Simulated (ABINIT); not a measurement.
## A GW chain in ABINIT: AlN (F-43m)

Wanted: ground state, empty states, screening and self-energy for AlN (F-43m).

Calculated with ABINIT 10.8.3; LDA and many-body steps on it, plane waves.

## Step 1: Set-up

Symmetry: F-43m, No. 216, cubic system. Conventional cell: a = 4.368 Å, b = 4.368 Å, c = 4.368 Å, α = 90.00°, β = 90.00°, γ = 90.00°. Nearest to Al lie 4 N at 1.89 Å. N has 4 Al at 1.89 Å nearest. Farther neighbours and most contacts between anions are not listed.

The cell and positions are those that the Materials Project relaxed with its own functionals (PBE, PBE+U or r2SCAN), kept fixed. This is not the form that AlN usually takes at ambient conditions.

## Step 2: Ground state

This step: ABINIT 10.8.3; DFT, LDA, plane waves, norm-conserving pseudopotentials.

The ground-state density comes first.

File run.abi:

```
acell 3*1.0 Angstrom
rprim 
  -0.000000000000 2.183993559600 2.183993559600
  2.183993559600 -0.000000000000 2.183993559600
  2.183993559600 2.183993559600 -0.000000000000
ntypat 2
znucl 13 7
natom 2
typat 1 2
xred 
  0.000000000000 0.000000000000 0.000000000000
  0.750000000000 0.750000000000 0.750000000000
pp_dirpath "pseudos"
pseudos "Al.upf, N.upf"
ecut 36
ngkpt 8 8 8
nshiftk 1
shiftk 0 0 0
kptopt 1
chksymbreak 0
nband 9
occopt 1
tolvrs 1e-10
nstep 60
prtwf 0
indata_prefix "in"
outdata_prefix "out"
tmpdata_prefix "tmp"
```

The run is started by

```console
$ OMP_NUM_THREADS=1 mpirun -n 8 abinit run.abi > log
```

Numbers of over 12 decimals in the logs are rounded to 6 here.

What it wrote:

```text
.Version 10.8.3 of ABINIT. v10.8.2 released Aug 2026.

 Symmetries : space group F-4 3 m (#216); Bravais cF (face-center cubic)
================================================================================
 Values of the parameters that define the memory need of the present run
     intxc =       0    ionmov =       0      iscf =       7    lmnmax =       6
     lnmax =       6     mgfft =      32  mpssoang =       3    mqgrid =    3001
     natom =       2  nloc_mem =       1    nspden =       1   nspinor =       1
    nsppol =       1      nsym =      24    n1xccc =    2501    ntypat =       2
    occopt =       1   xclevel =       1
-    mband =           9        mffmem =           1         mkmem =           4
       mpw =        1475          nfft =       32768          nkpt =          29
================================================================================
  Rough estimation (10% accuracy) of disk space for files :
================================================================================

--------------------------------------------------------------------------------
------------- Echo of variables that govern the present computation ------------
--------------------------------------------------------------------------------
 -outvars: echo values of preprocessed input variables --------
            acell      1.8897261259E+00  1.8897261259E+00  1.8897261259E+00 Bohr

      chksymbreak           0
             ecut      3.60000000E+01 Hartree
-          fftalg         312

              ixc       -1012
              kpt      0.00000000E+00  0.00000000E+00  0.00000000E+00
                       1.25000000E-01  0.00000000E+00  0.00000000E+00
                       2.50000000E-01  0.00000000E+00  0.00000000E+00
                       3.75000000E-01  0.00000000E+00  0.00000000E+00
                       5.00000000E-01  0.00000000E+00  0.00000000E+00
                       1.25000000E-01  1.25000000E-01  0.00000000E+00
                       2.50000000E-01  1.25000000E-01  0.00000000E+00
                       3.75000000E-01  1.25000000E-01  0.00000000E+00
                       5.00000000E-01  1.25000000E-01  0.00000000E+00
   [... 18 further rows ...]
                      -3.75000000E-01  5.00000000E-01  1.25000000E-01
                      -2.50000000E-01  5.00000000E-01  2.50000000E-01
         kptrlatt        8    0    0      0    8    0      0    0    8
          kptrlen      4.66933685E+01
P           mkmem           4
            natom           2
            nband           9
            ngfft          32      32      32
             nkpt          29
            nstep          60
             nsym          24
           ntypat           2
              occ      2.000000  2.000000  2.000000  2.000000  0.000000  0.000000
[...]
prtwf           0
            rprim     -0.0000000000E+00  2.1839935596E+00  2.1839935596E+00
[...]
spgroup         216

           tolvrs      1.00000000E-10

             xred      0.0000000000E+00  0.0000000000E+00  0.0000000000E+00
[...]
znucl       13.00000    7.00000

================================================================================

 chkinp: Checking input parameters for consistency.

================================================================================
== DATASET  1 ==================================================================
-   mpi_nproc: 8, omp_nthreads: 1 (-1 if OMP is not activated)

--- !DatasetInfo
iteration_state: {dtset: 1, }
dimensions: {natom: 2, nkpt: 29, mband: 9, nsppol: 1, nspinor: 1, nspden: 1, mpw: 1475, }
cutoff_energies: {ecut:  36.0, pawecutdg:  -1.0, }
electrons: {nelect:   8.00000000E+00, charge:   0.00000000E+00, occopt:   1.00000000E+00, tsmear:   1.00000000E-02, }

 Real(R)+Recip(G) space primitive vectors, cartesian coordinates (Bohr,Bohr^-1):
 R(1)=  0.0000000  4.1271497  4.1271497  G(1)= -0.1211490  0.1211490  0.1211490
 R(2)=  4.1271497  0.0000000  4.1271497  G(2)=  0.1211490 -0.1211490  0.1211490
 R(3)=  4.1271497  4.1271497  0.0000000  G(3)=  0.1211490  0.1211490 -0.1211490
 Unit cell volume ucvol=  1.4059849E+02 bohr^3
 Angles (23,13,12)=  6.00000000E+01  6.00000000E+01  6.00000000E+01 degrees

 getcut: wavevector=  0.0000  0.0000  0.0000  ngfft=  32  32  32
         ecut(hartree)=     36.000   => boxcut(ratio)=   2.02987

--- Pseudopotential description ------------------------------------------------
- Al Generated using ONCVPSP code by D. R. Hamann
- 13.00000   3.00000  180309                  znucl, zion, pspdat
12 -1012 2 -1 1854                            pspcod,pspxc,lmax,lloc,mmax
     nproj     2     2     2
  pspatm : epsatm=    0.57439143
         --- l  ekb(1:nproj) -->
[...]
pspatm: atomic psp has been read  and splines computed

- N Generated using ONCVPSP code by D. R. Hamann
-  7.00000   5.00000  180309                  znucl, zion, pspdat
12 -1012 1 -1 1058                            pspcod,pspxc,lmax,lloc,mmax
     nproj     2     2     0
  pspatm : epsatm=    5.30777321
         --- l  ekb(1:nproj) -->
[...]
1   -4.361519   -1.032581
 pspatm: atomic psp has been read  and splines computed

   4.70573171E+01                                ecore*ucvol(ha*bohr**3)
--------------------------------------------------------------------------------

_setup2: Arith. and geom. avg. npw (full set) are    1449.447    1449.423

================================================================================

--- !BeginCycle
iteration_state: {dtset: 1, }
solver: {iscf: 7, nstep: 60, nline: 4, wfoptalg: 0, }
tolerances: {tolvrs: 1.00E-10, }

     iter   Etot(hartree)      deltaE(h)  residm     vres2
 ETOT  1  -12.678261174283    -1.268E+01 1.150E-01 5.515E+02
 ETOT  2  -12.708084144609    -2.982E-02 9.035E-03 4.447E+02
 ETOT  3  -12.841256504168    -1.332E-01 4.509E-03 1.301E+00
 ETOT  4  -12.841570757358    -3.143E-04 2.019E-03 4.883E-02
 ETOT  5  -12.841581461968    -1.070E-05 1.677E-04 4.036E-04
 ETOT  6  -12.841581516368    -5.440E-08 2.009E-04 5.655E-05
 ETOT  7  -12.841581536977    -2.061E-08 1.700E-05 9.087E-07
 ETOT  8  -12.841581537309    -3.317E-10 2.123E-05 6.983E-09
 ETOT  9  -12.841581537311    -2.034E-12 1.772E-06 2.796E-10
 ETOT 10  -12.841581537311    -1.705E-13 2.325E-06 3.470E-13

 At SCF step   10       vres2   =  3.47E-13 < tolvrs=  1.00E-10 =>converged.

 Cartesian components of stress tensor (hartree/bohr^3)
  sigma(1 1)=  1.79578753E-04  sigma(3 2)=  0.00000000E+00
  sigma(2 2)=  1.79578753E-04  sigma(3 1)=  0.00000000E+00
  sigma(3 3)=  1.79578753E-04  sigma(2 1)=  0.00000000E+00

--- !ResultsGS
iteration_state: {dtset: 1, }
comment   : Summary of ground state results
lattice_vectors:
- [ -0.0000000,   4.1271497,   4.1271497, ]
- [  4.1271497,  -0.0000000,   4.1271497, ]
- [  4.1271497,   4.1271497,  -0.0000000, ]
lattice_lengths: [   5.83667,    5.83667,    5.83667, ]
lattice_angles: [ 60.000,  60.000,  60.000, ] # degrees, (23, 13, 12)
lattice_volume:   1.4059849E+02
convergence: {deltae: -1.705E-13, res2:  3.470E-13, residm:  2.325E-06, diffor: null, }
etotal    :  -1.28415815E+01
entropy   :   0.00000000E+00
fermie    :   2.02431740E-01
cartesian_stress_tensor: # hartree/bohr^3
- [  1.79578753E-04,   0.00000000E+00,   0.00000000E+00, ]
- [  0.00000000E+00,   1.79578753E-04,   0.00000000E+00, ]
- [  0.00000000E+00,   0.00000000E+00,   1.79578753E-04, ]
pressure_GPa:  -5.2834E+00
xred      :
- [  0.0000E+00,   0.0000E+00,   0.0000E+00, Al]
- [  7.5000E-01,   7.5000E-01,   7.5000E-01,  N]
cartesian_forces: # hartree/bohr
- [ -0.00000000E+00,  -0.00000000E+00,  -0.00000000E+00, ]
- [ -0.00000000E+00,  -0.00000000E+00,  -0.00000000E+00, ]
force_length_stats: {min:   0.00000000E+00, max:   0.00000000E+00, mean:   0.00000000E+00, }

 Integrated electronic density in atomic spheres:
 ------------------------------------------------
 Atom  Sphere_radius  Integrated_density
    1        2.00000          1.13118084
    2        2.00000          5.35398748
================================================================================

 ----iterations are completed or convergence reached----

 Mean square residual over all n,k,spin=   10.967E-09; max=  23.250E-07
 reduced coordinates (array xred) for    2 atoms
       0.000000000000      0.000000000000      0.000000000000
       0.750000000000      0.750000000000      0.750000000000
 rms dE/dt=  0.0000E+00; max dE/dt=  0.0000E+00; dE/dt below (all hartree)
    1       0.000000000000      0.000000000000      0.000000000000
    2       0.000000000000      0.000000000000      0.000000000000

 cartesian coordinates (angstrom) at end:
    1      0.000000     0.000000     0.000000
    2      3.275990     3.275990     3.275990

 cartesian forces (hartree/bohr) at end:
    1     -0.000000    -0.000000    -0.000000
    2     -0.000000    -0.000000    -0.000000
 frms,max,avg= 0.0000000E+00 0.0000000E+00   0.000E+00  0.000E+00  0.000E+00 h/b

 cartesian forces (eV/Angstrom) at end:
    1     -0.000000    -0.000000    -0.000000
    2     -0.000000    -0.000000    -0.000000
 frms,max,avg= 0.0000000E+00 0.0000000E+00   0.000E+00  0.000E+00  0.000E+00 e/A
 length scales=  1.889726125908  1.889726125908  1.889726125908 bohr
              =  1.000000000000  1.000000000000  1.000000000000 angstroms
 prteigrs : about to open file out_EIG
 Fermi (or HOMO) energy (hartree) =   0.20243   Average Vxc (hartree)=  -0.40395
 Eigenvalues (hartree) for nkpt=  29  k points:
 kpt#   1, nband=  9, wtk=  0.00195, kpt=  0.0000  0.0000  0.0000 (reduced coord)
  -0.34191    0.20243    0.20243    0.20243    0.35837    0.65658    0.65658    0.65658
   0.84940
 prteigrs : prtvol=0 or 1, do not print more k-points.

--- !EnergyTerms
iteration_state     : {dtset: 1, }
comment             : Components of total free energy in Hartree
kinetic             :  8.19706495125023E+00
hartree             :  2.78546247880494E+00
xc                  : -4.24596612750278E+00
Ewald energy        : -1.08999795989279E+01
psp_core            :  3.34692904348814E-01
local_psp           : -8.30247576615150E+00
non_local_psp       : -7.10380379132833E-01
total_energy        : -1.28415815373110E+01
total_energy_eV     : -3.49437235221028E+02
band_energy         :  1.46029088891320E-01

 Cartesian components of stress tensor (hartree/bohr^3)
  sigma(1 1)=  1.79578753E-04  sigma(3 2)=  0.00000000E+00
  sigma(2 2)=  1.79578753E-04  sigma(3 1)=  0.00000000E+00
  sigma(3 3)=  1.79578753E-04  sigma(2 1)=  0.00000000E+00

-Cartesian components of stress tensor (GPa)         [Pressure= -5.2834E+00 GPa]
- sigma(1 1)=  5.28338933E+00  sigma(3 2)=  0.00000000E+00
- sigma(2 2)=  5.28338933E+00  sigma(3 1)=  0.00000000E+00
- sigma(3 3)=  5.28338933E+00  sigma(2 1)=  0.00000000E+00

== END DATASET(S) ==============================================================
================================================================================

 -outvars: echo values of variables after computation  --------
           etotal     -1.2841581537E+01
            nband           9
             nkpt          29
          spgroup         216
 [... the other variables as echoed above ...]

 Calculation completed.
```

Run time: 2.6 s. Hardware: 8 MPI ranks of Arm Neoverse V2, shared host; peak memory 0.07 GiB; 20 s of CPU time.

This step gave:

* total energy: -349.4372 eV
* gap: 3.259 eV
* k of the valence top: 0, 0, 0
* k of the conduction bottom: 0.5, 0.5, 0
* least direct gap: 4.243 eV
* pressure: -5.283 GPa

The gap is indirect, with the least direct gap 0.98 eV higher.

The cutoff was set for levels, not for stress, so the pressure can be off by some GPa.

(Part 1 of 3 ends here.)

[Paths, hosts, dates, memory and timing lines, banners, echoed tables and standing remarks are left out of the program output.]

[Logs are printed without paths, hosts, clocks, repeated set-up lines and the standing remarks that a program may print on its own settings, such as how far it seeks lower states.]

[Runs of the session that timed out or met a known fault of the program may be left out.]

[Hosts, paths, dates, database ids (printed as entryN), source tags and the programs' standing remarks are cut or masked in the printed files.]

[G0W0 gaps are taken among the corrected bands and points alone; a level outside them can change the order at an edge.]

[Where Ansatz stands beside ABINIT at settings called matched, ABINIT's density can come from a denser mesh and the files from another edition; pairs whose starting gaps differed by over 0.03 eV were left out, so agreement reads better than it is.]
